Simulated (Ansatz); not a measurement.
ZrO2:
```xyz
3
Lattice="0.0000 2.5579 2.5579 2.5579 0.0000 2.5579 2.5579 2.5579 0.0000" Properties=species:S:1:pos:R:3 pbc="T T T"
Zr     0.0000     0.0000     0.0000
O      1.2790     1.2790     1.2790
O      3.8369     3.8369     3.8369
```

Relaxed with PBE. Special points in fractions of this cell's reciprocal vectors: Γ (0.000, 0.000, 0.000); X (0.500, 0.000, 0.500); U (0.625, 0.250, 0.625); K (0.375, 0.375, 0.750); L (0.500, 0.500, 0.500); W (0.500, 0.250, 0.750).

List the band energies nearest the valence-band maximum at these points for DFT-PBE in the program Ansatz with PAW potentials.

In eV from the valence-band maximum; about four levels below and three above (degenerate sets whole), none deeper than 8.9 eV; points with the same levels are listed once.

```tsv
k	below	above
Γ	-5.14 -5.14 -5.14 -0.53 -0.53 -0.53	3.32 3.32 6.47
X	-3.12 -3.12 -1.49 -1.49 0.00	3.75 4.65 5.69
U	-3.04 -2.17 -1.20 -0.33	3.97 4.66 6.03
L	-2.50 -2.46 -1.63 -1.63	3.94 3.94 5.94
W	-2.35 -2.35 -1.36 -0.20	4.38 4.50 6.16 6.16
```

Space group Fm-3m (fluorite). This is a known high-temperature phase of the composition, computed here at zero pressure and temperature. The PBE relaxation kept the symmetry of its start; whether a distortion lowers the energy is not shown. No spin polarisation was allowed. Spin–orbit coupling is left out wherever it is not named.

Potentials: the later of the program's two PAW sets.
